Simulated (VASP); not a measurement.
# KMgF3 (Cmmm) in VASP: a series of runs

Runs on KMgF3. Level: LDA. Tasks: single point.

Everything below comes from runs of VASP 6.6.1. Logs are shortened: lines on timing, memory, paths and dates and some standing lists are left out, and cuts for length are marked.

### Step 1. The cell of the first run

It takes space group Cmmm (No. 65, orthorhombic). The conventional cell has a = 5.609 Å, b = 5.665 Å, c = 3.986 Å, α = 90.00°, β = 90.00°, γ = 90.00°. K (site symmetry mmm) has 12 F at 2.80 to 2.83 Å as nearest neighbours. Mg (site symmetry mmm) has 6 F at 1.99 Å as nearest neighbours. F (site symmetry 2/m) is surrounded by 2 Mg at 1.99 Å. F (site symmetry mmm) has 2 Mg at 1.99 Å as nearest neighbours.

### Step 2. Single point, LDA (strain -0.0100 x Voigt [0, 0, 0, 0, 0, 1], atoms carried along)

Contents of INCAR:

```
  PREC = Accurate
  ENCUT = 520
  EDIFF = 1E-6
  ISMEAR = 0
  SIGMA = 0.05
  LREAL = F
  LASPH = T
  NELM = 100
  ALGO = Normal
  ISIF = 2
  LWAVE = F
  LCHARG = F
  GGA = CA
  NBANDS = 24
```

Contents of KPOINTS:

```
regular mesh
0
Gamma
  6 6 6
```

Contents of POSCAR:

```
KMgF3
1.0
    3.9859000000     -0.0199295000      0.0000000000
   -0.0199295000      3.9859000000      0.0000000000
    0.0000000000      0.0000000000      3.9859000000
K Mg F
1 1 3
Direct
    0.5000000000      0.5000000000      0.5000000000
    0.0000000000      0.0000000000      0.0000000000
    0.5000000000      0.0000000000      0.0000000000
    0.0000000000      0.5000000000      0.0000000000
    0.0000000000      0.0000000000      0.5000000000
```

Potentials or basis: VASP PAW LDA potentials, release 64 (K_sv, Mg, F).

Started as:

```
> cat potpaw_LDA.64/K_sv/POTCAR potpaw_LDA.64/Mg/POTCAR potpaw_LDA.64/F/POTCAR > POTCAR
> mpirun -np 1 vasp_std > vasp.out
```

OUTCAR:

```text
PREC = Accurate
   ENCUT = 520
   EDIFF = 1E-6
   ISMEAR = 0
   LREAL = F
   LASPH = T
   NELM = 100
   ISIF = 2
   GGA = CA

 ion  position               nearest neighbor table
   1  0.500  0.500  0.500-   5 2.80   5 2.80   3 2.82   3 2.82   4 2.82   3 2.82   3 2.82   4 2.82
                             4 2.82   4 2.82   5 2.83   5 2.83   2 3.44   2 3.44   2 3.44   2 3.44
   2  0.000  0.000  0.000-   5 1.99   5 1.99   3 1.99   4 1.99   4 1.99   3 1.99   1 3.44   1 3.44
                             1 3.44   1 3.44   1 3.46   1 3.46   1 3.46   1 3.46
   3  0.500  0.000  0.000-   2 1.99   2 1.99   1 2.82   1 2.82   1 2.82   1 2.82
   4  0.000  0.500  0.000-   2 1.99   2 1.99   1 2.82   1 2.82   1 2.82   1 2.82
   5  0.000  0.000  0.500-   2 1.99   2 1.99   1 2.80   1 2.80   1 2.83   1 2.83

  LATTYP: Found a base centered orthorhombic cell.
 ALAT       =     5.6087292691
 B/A-ratio  =     1.0100502513
 C/A-ratio  =     0.7106600816

  Lattice vectors:

 A1 = (   3.9859000000,  -0.0199295000,   0.0000000000)
 A2 = (  -0.0199295000,   3.9859000000,   0.0000000000)
 A3 = (   0.0000000000,   0.0000000000,   3.9859000000)

Analysis of symmetry for initial positions (statically):
=====================================================================
 Subroutine PRICEL returns:
 Original cell was already a primitive cell.

 Routine SETGRP: Setting up the symmetry group for a
 base centered orthorhombic supercell.

 Subroutine GETGRP returns: Found  8 space group operations
 (whereof  8 operations were pure point group operations)
 out of a pool of  8 trial point group operations.

The static configuration has the point symmetry D_2h.

Analysis of symmetry for dynamics (positions and initial velocities):
=====================================================================
 Subroutine PRICEL returns:
 Original cell was already a primitive cell.

 Routine SETGRP: Setting up the symmetry group for a
 base centered orthorhombic supercell.

 Subroutine GETGRP returns: Found  8 space group operations
 (whereof  8 operations were pure point group operations)
 out of a pool of  8 trial point group operations.

The dynamic configuration has the point symmetry D_2h.

 Subroutine INISYM returns: Found  8 space group operations
 (whereof  8 operations are pure point group operations),
 and found     1 'primitive' translations

----------------------------------------------------------------------------------------

                                     Primitive cell

  volume of cell :      63.3240

  direct lattice vectors                    reciprocal lattice vectors
     3.985900000 -0.019929500  0.000000000     0.250890640  0.001254453  0.000000000
    -0.019929500  3.985900000  0.000000000     0.001254453  0.250890640  0.000000000
     0.000000000  0.000000000  3.985900000     0.000000000  0.000000000  0.250884367

  length of vectors
     3.985949823  3.985949823  3.985900000     0.250893776  0.250893776  0.250884367

  position of ions in fractional coordinates (direct lattice)
     0.500000000  0.500000000  0.500000000
     0.000000000  0.000000000  0.000000000
     0.500000000  0.000000000  0.000000000
     0.000000000  0.500000000  0.000000000
     0.000000000  0.000000000  0.500000000

  ion indices of the primitive-cell ions
   primitive index   ion index
                 1           1
                 2           2
                 3           3
                 4           4
                 5           5

----------------------------------------------------------------------------------------

 KPOINTS: regular mesh

Automatic generation of k-mesh.
 Grid dimensions read from file:
 generate k-points for:    6    6    6

 Generating k-lattice:

  Cartesian coordinates                     Fractional coordinates (reciprocal lattice)
     0.041815107  0.000209076  0.000000000     0.166666667  0.000000000  0.000000000
     0.000209076  0.041815107  0.000000000     0.000000000  0.166666667  0.000000000
     0.000000000  0.000000000  0.041814061     0.000000000  0.000000000  0.166666667

  Length of vectors
     0.041815629  0.041815629  0.041814061

  Shift w.r.t. Gamma in fractional coordinates (k-lattice)
     0.000000000  0.000000000  0.000000000

 Subroutine IBZKPT returns following result:
 ===========================================

 Found     52 irreducible k-points:

 Following reciprocal coordinates:
            Coordinates               Weight
  0.000000  0.000000  0.000000      1.000000
  0.166667 -0.000000  0.000000      4.000000
  0.333333 -0.000000  0.000000      4.000000
  0.500000  0.000000  0.000000      2.000000
  0.166667  0.166667  0.000000      2.000000
  0.333333  0.166667  0.000000      4.000000
[... 16 lines left out ...]
  0.333333  0.333333  0.166667      4.000000
  0.500000  0.333333  0.166667      8.000000
 [... further k-points ...]
   k-points           NKPTS =     52   k-points in BZ     NKDIM =     52   number of bands    NBANDS=     24
   number of dos      NEDOS =    301   number of ions     NIONS =      5
   total plane-waves  NPLWV =  27000
   dimension x,y,z NGX =    30 NGY =   30 NGZ =   30
   dimension x,y,z NGXF=    60 NGYF=   60 NGZF=   60
   ions per type =               1   1   3
   NGX,Y,Z   is equivalent  to a cutoff of  12.51, 12.51, 12.51 a.u.
   NGXF,Y,Z  is equivalent  to a cutoff of  25.02, 25.02, 25.03 a.u.
 SYSTEM =  unknown system
   PREC   = accura    normal or accurate (medium, high low for compatibility)
   ISTART =      0    job   : 0-new  1-cont  2-samecut
   ICHARG =      2    charge: 1-file 2-atom 10-const
   ISPIN  =      1    spin polarized calculation?
   LNONCOLLINEAR =      F non collinear calculations
   LSORBIT =      F    spin-orbit coupling
   LASPH  =      T    aspherical Exc in radial PAW
   ENCUT  =  520.0 eV  38.22 Ry    6.18 a.u.   7.41  7.41  7.41*2*pi/ulx,y,z
   NELM   =    100;   NELMIN=  2; NELMDL= -5     # of ELM steps
   EDIFF  = 0.1E-05   stopping-criterion for ELM
   LREAL  =      F    real-space projection
   EDIFFG = 0.1E-04   stopping-criterion for IOM
   NSW    =      0    number of steps for IOM
   IBRION =     -1    ionic relax: 0-MD 1-quasi-New 2-CG
   NFREE  =      0    steps in history (QN), initial steepest desc. (CG)
   ISIF   =      2    stress and relaxation
   ISYM   =      2    0-nonsym 1-usesym 2-fastsym
   POTIM  = 0.5000    time-step for ionic-motion
   TEBEG  =    0.0;   TEEND  =   0.0 temperature during run
   PSTRESS=    0.0 pullay stress
   NELECT =      32.0000    total number of electrons
   NUPDOWN=      -1.0000    fix difference up-down
   EMIN   =  10.00;   EMAX   =-10.00  energy-range for DOS
   EFERMI =   0.00;   METHOD = LEGACY
   ISMEAR =     0;   SIGMA  =   0.05  broadening in eV -4-tet -1-fermi 0-gaus
   EFERMI_NEDOS =   21; number of points for ismear=-14 and -15
   IALGO  =     38    algorithm
   IMIX   =      4    mixing-type and parameters
     AMIX     =   0.40;   BMIX     =  1.00
     AMIX_MAG =   1.60;   BMIX_MAG =  1.00
  volume/ion in A,a.u.               =      12.66        85.47
  Fermi-wavevector in a.u.,A,eV,Ry     =   1.303973  2.464152 23.134618  1.700346
  Thomas-Fermi vector in A             =   2.434940
   LORBIT       =      0    0 simple, 1 ext, 2 COOP (PROOUT), +10 PAW based schemes
   GGA     = CA    functional components
   LHFCALC =     F    Hartree Fock is set to
   AEXX    =    0.0000 exact exchange contribution
   IVDW    =     0    specifies the selected vdW correction
   LEPSILON=     F    determine dielectric tensor
   LRPA    =     F    only Hartree local field effects (RPA)
 non-spin polarized calculation
 Gauss-broadening in eV      SIGMA  =   0.05
  energy-cutoff  :      520.00
  volume of cell :       63.32
 maximum number of plane-waves:      1743
 NGX is ok and might be reduce to    30
   NGX = 15   NGY = 15   NGZ = 15

 number of electron      31.9999957 magnetization

 Free energy of the ion-electron system (eV)
  ---------------------------------------------------
  ext. energy  EPLUGINS =         0.00000000
  ---------------------------------------------------
  free energy    TOTEN  =       -27.06583539 eV

  energy without entropy =      -27.06583539  energy(sigma->0) =      -27.06583539

 E-fermi :  -1.7342     XC(G=0): -10.4088

 val. band max:       -1.9908567676   @ k =   0.5000   0.5000   0.5000
 cond. band min:       4.9616362604   @ k =   0.0000   0.0000   0.0000
 fundamental gap:      6.9524930280
 Fermi energy:        -1.7341973450

 k-point     1 :       0.0000    0.0000    0.0000
  band No.  band energies     occupation
      1     -27.1660      2.00000
      2     -21.7206      2.00000
      3     -21.0249      2.00000
      4     -21.0242      2.00000
      5     -10.9142      2.00000
      6     -10.9083      2.00000
[... 16 lines left out ...]
     23      11.5834      0.00000
     24      14.4942      0.00000

 k-point     2 :       0.1667   -0.0000    0.0000
  band No.  band energies     occupation
      1     -27.1580      2.00000
      2     -21.6896      2.00000
      3     -21.0641      2.00000
      4     -21.0219      2.00000
      5     -10.9044      2.00000
      6     -10.8926      2.00000
[... 16 lines left out ...]
     23      11.5947      0.00000
     24      14.4045      0.00000

 k-point     3 :       0.3333   -0.0000    0.0000
  band No.  band energies     occupation
      1     -27.1419      2.00000
      2     -21.6134      2.00000
      3     -21.1581      2.00000
      4     -21.0170      2.00000
      5     -10.8917      2.00000
      6     -10.8609      2.00000
[... 16 lines left out ...]
     23      11.6316      0.00000
     24      14.0577      0.00000
[... 514 lines left out ...]
 k-point    23 :       0.3333    0.3333    0.1667
  band No.  band energies     occupation
      1     -27.1181      2.00000
      2     -21.4468      2.00000
      3     -21.1912      2.00000
      4     -21.1195      2.00000
      5     -10.9821      2.00000
      6     -10.9550      2.00000
[... 16 lines left out ...]
     23      12.1916      0.00000
     24      12.9543      0.00000

 k-point    24 :       0.5000    0.3333    0.1667
  band No.  band energies     occupation
      1     -27.1124      2.00000
      2     -21.3772      2.00000
      3     -21.2336      2.00000
      4     -21.1370      2.00000
      5     -10.9940      2.00000
      6     -10.9836      2.00000
[... 16 lines left out ...]
     23      12.1497      0.00000
     24      12.9757      0.00000

 [... further k-points ...]

------------------------ aborting loop because EDIFF is reached ----------------------------------------

  FORCE on cell =-STRESS in cart. coord.  units (eV):
  Direction    XX          YY          ZZ          XY          YZ          ZX
  --------------------------------------------------------------------------------------
  -------------------------------------------------------------------------------------
  Total       -2.0751363     -2.0751363     -2.0760805      0.1768018      0.0000000      0.0000000
  in kB      -52.5035747    -52.5035747    -52.5274637      4.4733081      0.0000000      0.0000000
  external PRESSURE =     -52.5115377 kB  Pullay stress =       0.0000000 kB

 VOLUME and BASIS-vectors are now :
 -----------------------------------------------------------------------------
  energy-cutoff  :      520.00
  volume of cell :       63.32
      direct lattice vectors                 reciprocal lattice vectors
     3.985900000 -0.019929500  0.000000000     0.250890640  0.001254453  0.000000000
    -0.019929500  3.985900000  0.000000000     0.001254453  0.250890640  0.000000000
     0.000000000  0.000000000  3.985900000     0.000000000  0.000000000  0.250884367

 POSITION                                       TOTAL-FORCE (eV/Angst)
 -----------------------------------------------------------------------------------
      1.98299      1.98299      1.99295        -0.000000      0.000000      0.000000
      0.00000      0.00000      0.00000         0.000000      0.000000      0.000000
      1.99295     -0.00996      0.00000         0.000000      0.000000      0.000000
     -0.00996      1.99295      0.00000         0.000000      0.000000      0.000000
      0.00000      0.00000      1.99295         0.000000      0.000000      0.000000
 -----------------------------------------------------------------------------------
    total drift:                                0.000000     -0.000000      0.000000

  FREE ENERGIE OF THE ION-ELECTRON SYSTEM (eV)
  ---------------------------------------------------
  free  energy   TOTEN  =       -27.0658353933 eV

  energy  without entropy=      -27.0658353933  energy(sigma->0) =      -27.06583539
```

It took 54 s on 1 thread of Intel Xeon Platinum 8375C at 2.90GHz (Ice Lake), shared host; peak memory 0.19 GiB.

Results:

* Free energy: -27.0658 eV
* Pressure: -5.3 GPa
* Band gap on the k mesh: 6.95 eV, indirect (least direct gap 7.26 eV)

A k mesh can miss the band edges.

(Continued in part 2 of 2.)
